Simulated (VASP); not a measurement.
Write the native input for VASP 6.6.1 that does the following.

```
Task                   : single point
Functional             : LDA
Potentials or basis    : VASP PAW LDA potentials, release 64 (Ru_pv, S)
Cutoff                 : 520 eV
k mesh                 : 6 × 6 × 6
Occupations            : gaussian, width 0.05 eV
Spin                   : collinear spin, ferromagnetic start
Starting moments       : [1.0, 0.0] μB
Fixed moment           : 4 μB
Hubbard terms          : Ru d U = 4 eV
Further INCAR settings : ALGO = Normal; EDIFF = 1e-07; NBANDS = 21
```

The structure of RuS lies in POSCAR:

```
RuS
1.0
    0.0000000000      2.5467554600      2.5467554600
    2.5467554600      0.0000000000      2.5467554600
    2.5467554600      2.5467554600      0.0000000000
Ru S
1 1
Direct
    0.5000000000      0.5000000000      0.5000000000
    0.0000000000      0.0000000000      0.0000000000
```

The cell comes from a database or a generator and needn't be the stable form of this composition.

The input as run:

INCAR

```
  PREC = Accurate
  ENCUT = 520
  EDIFF = 1E-7
  ISMEAR = 0
  SIGMA = 0.05
  LREAL = False
  LASPH = True
  NELM = 100
  ALGO = Normal
  ISIF = 2
  LWAVE = False
  LCHARG = True
  ISPIN = 2
  MAGMOM = 1 0
  LORBIT = 11
  NUPDOWN = 4
  LMAXMIX = 4
  LDAU = True
  LDAUTYPE = 2
  LDAUL = 2 -1
  LDAUU = 4 0
  LDAUJ = 0 0
  LDAUPRINT = 1
  GGA = CA
  LELF = True
  LVHAR = True
  NBANDS = 21
```

KPOINTS

```
Automatic mesh
0
Gamma
  6 6 6
```

Potentials or basis: VASP PAW LDA potentials, release 64 (Ru_pv, S).

The run is started by

```sh
$ cat potpaw_LDA.64/Ru_pv/POTCAR potpaw_LDA.64/S/POTCAR > POTCAR
$ mpirun -np 1 vasp_std > vasp.out
```

It gave:

The pressure is 7.2 GPa, the net moment is 4.00 μB per cell and the site moments are Ru +3.29; S +0.39 μB. The valence electrons inside the program's atomic spheres are Ru 12.28; S 3.73.

Caveat: the moment is held away from its start; the total moment is fixed, so each spin has its own Fermi level.

Run time: 24 s on 1 thread of Intel(R) Xeon(R) Platinum 8488C (Sapphire Rapids), with other jobs on the host, peak memory 0.15 GiB.
